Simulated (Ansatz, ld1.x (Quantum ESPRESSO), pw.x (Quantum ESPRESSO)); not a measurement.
**Os (Z = 76): one change to the TM potential, in the atom and in the fcc crystal**

osmium, norm-conserving Troullier–Martins (Kleinman–Bylander form), made with ld1.x (Quantum ESPRESSO) 7.5 (PBE, scalar-relativistic). Core [Xe] 4f14, reference 5d6 6s2 6p0. Waves: 6p (bound, empty): rc 3.55 bohr; 5d (bound): rc 2.00 bohr; 6s (bound): rc 2.50 bohr. Local part: the s channel. Core correction: none.

Change: reference 5d5 6s0 6p0.

Cutoffs, loose and tight: the cutoffs (Ry, on a coarse ladder) from which the occupation-weighted sum of valence levels, in a spherical-Bessel basis at the reference potential, stays within 10 and 1 mRy of its value at 400 Ry. They do not see the model core or the augmentation charge, which bear on the density cutoff. Test errors are all-electron minus pseudo excitation energies from the reference, over the configurations 5d6 6s1 6p0; 5d6 6s0 6p0; 5d5 6s0 6p0; 5d6 6s1.5 6p0; 5d5 6s2 6p1; 5d6 6s0 6p2; 5d6.5 6s1.5 6p0; variants that change the core or the reference have their own tests.

Crystal test: fcc Os in pw.x 7.5, no spin, 15³ k-points, Fermi–Dirac smearing 0.01 Ry, cutoffs set for each file from its atomic test. The reference is all-electron LAPW (Ansatz 0.2.0) with the same functional, mesh and smearing; V0 and B0 come from Birch–Murnaghan fits to the pressures at five volumes. Errors are pseudo minus all-electron; Δ is the rms difference of the E(V) curves that follow from these fits, minima aligned, over ±6 % about the mean V0. Mesh and smearing are coarse, so the numbers serve the comparison and aren't converged zero-temperature values; the lattice is a test structure that the element need not adopt.

All-electron: a0 = 3.856 Å (V0 = 14.34 Å³/atom), B0 = 387.2 GPa.

**Question.** Does the change bring the crystal closer to the all-electron result?

**Answer.** The mean pressure error goes from +17.87 to -12.41 GPa, so the change moves the solid closer to the all-electron pressures. The B0 error goes the other way, from -3.4 to +15.5 %.

```tsv
quantity	base	changed
outcome (atom)	generated	generated
cutoff, loose (atom)	35 Ry	35 Ry
cutoff, tight (atom)	40 Ry	40 Ry
bound ghosts (atom)	none	none
largest test error (meV) (atom)	-63	+263
cutoffs in pw.x (Ry)	50/200	50/200
a0 (Å)	3.911	3.818
a0 error (%)	+1.43	-1.00
B0 error (%)	-3.4	+15.5
Δ (meV/atom)	52.0	38.2
mean pressure error (GPa)	+17.87	-12.41
```

Base: The largest radius (3.55 bohr) exceeds half the bond length (2.58 bohr), so the spheres overlap, which is one possible source of error among others. This is a poor potential for the solid. Changed file: The largest radius (3.55 bohr) exceeds half the bond length (2.58 bohr), so the spheres overlap, which is one possible source of error among others. This is a poor potential for the solid. The atomic cutoffs weigh occupied waves only.
